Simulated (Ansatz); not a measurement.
## In3As: what symmetry allows forces and stress to be

```yaml
crystal:
  lattice:
    - [4.86915, 0.00000, 0.00000]
    - [0.00000, 4.72900, 0.00000]
    - [0.00000, 0.00000, 4.86915]
  atoms:
    - { symbol: In, position: [0.00000, 0.50639, 0.50000] }
    - { symbol: In, position: [0.50000, 0.99458, 0.50000] }
    - { symbol: In, position: [0.50000, 0.50639, 0.00000] }
    - { symbol: As, position: [0.00000, 0.99265, 0.00000] }
```

Computed with DFT PBEsol, scalar-relativistic, plane waves, PAW in Ansatz.

Cutoff 420 eV; k points 8×8×8 on the computed 4-atom cell (Γ-centred); Gaussian smearing, width 0.10 eV; no spin polarisation.

This distorted cell has space group P4mm, with 8 operations.

Problem. Without a calculation: in which directions can each atom feel a force?

Solution. A force must be left unchanged by every operation that keeps its atom in place, so it lies in the space that those operations leave fixed. Atoms that the group maps onto each other feel forces of one size.
```
atom site symmetry operations at the site equivalent to atom allowed force (Cartesian)
 In1           2mm.                       4                   1   along (0.00, 1.00, 0.00)
 In2            4mm                       8                   2   along (0.00, 1.00, 0.00)
 In3           2mm.                       4                   1   along (0.00, 1.00, 0.00)
 As4            4mm                       8                   4   along (0.00, 1.00, 0.00)
```

That leaves 3 independent force components of 12, tied by 1 condition that the forces sum to zero, so 2 remain. A relaxation in this cell that keeps the symmetry moves the atoms in these directions alone.

Problem. And the stress tensor?

Solution. It must be invariant under the point group, which leaves 2 independent components: yz, xz, xy vanish; xx = zz.

Problem. Do the computed values obey this?

Solution. Yes. Forces (eV/Å):
```
In1  0.000 -0.033  0.000
In2  0.000  0.113  0.000
In3  0.000 -0.033  0.000
As4  0.000 -0.047  0.000
```

Stress (GPa, compression positive, xx yy zz yz xz xy): -5.46 -5.35 -5.46 0.00 0.00 0.00. The program imposes the same operations on density, forces and stress, so this confirms the analysis and is no independent test of the calculation.